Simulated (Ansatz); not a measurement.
## AlN: relaxation of cell and atoms with PBE+D4

AlN:

```
CELL_PARAMETERS angstrom
0.00000 2.18399 2.18399
2.18399 0.00000 2.18399
2.18399 2.18399 0.00000
ATOMIC_POSITIONS crystal
Al 0.00000 0.00000 0.00000
N 0.25000 0.25000 0.25000
```

Measurements of this composition are mostly on another form, of space group No. 186.

```
Program             : Ansatz 0.2.0
Task                : relaxation of cell and atoms
Functional          : PBE
Dispersion          : D4
Potentials or basis : all-electron LAPW, scalar-relativistic
Basis error allowed : 0.001 eV/atom
k mesh              : 10 × 10 × 10
Occupations         : fermi-dirac, width 0.05 eV
Spin                : no spin polarisation
```

```yaml
Relaxed_volume: 10.42 Å³/atom
Relaxed_cell: a = 3.089 Å, b = 3.089 Å, c = 3.089 Å, α = 60.00°, β = 60.00°, γ = 60.00°
Space_group_after_relaxing_to_0.05_Å: F-43m (No. 216)
Energy_gained_by_relaxing: 0.0 meV/atom
Ionic_steps: 3
Pressure_after_relaxing: 0.0 GPa
Band_gap_on_the_k_mesh: 3.32 eV
```

Final structure:
```yaml
crystal:
  lattice:
    - [0.00000, 2.18411, 2.18411]
    - [2.18411, 0.00000, 2.18411]
    - [2.18411, 2.18411, 0.00000]
  atoms:
    - { symbol: Al, position: [0.00000, 0.00000, 0.00000] }
    - { symbol: N, position: [0.25000, 0.25000, 0.25000] }
```

It took 13 s on 1 thread of Arm Neoverse V2, on a shared host, peak memory 0.28 GiB.

A k mesh can miss the band edges. As with any semilocal functional, this PBE gap is likely too small.
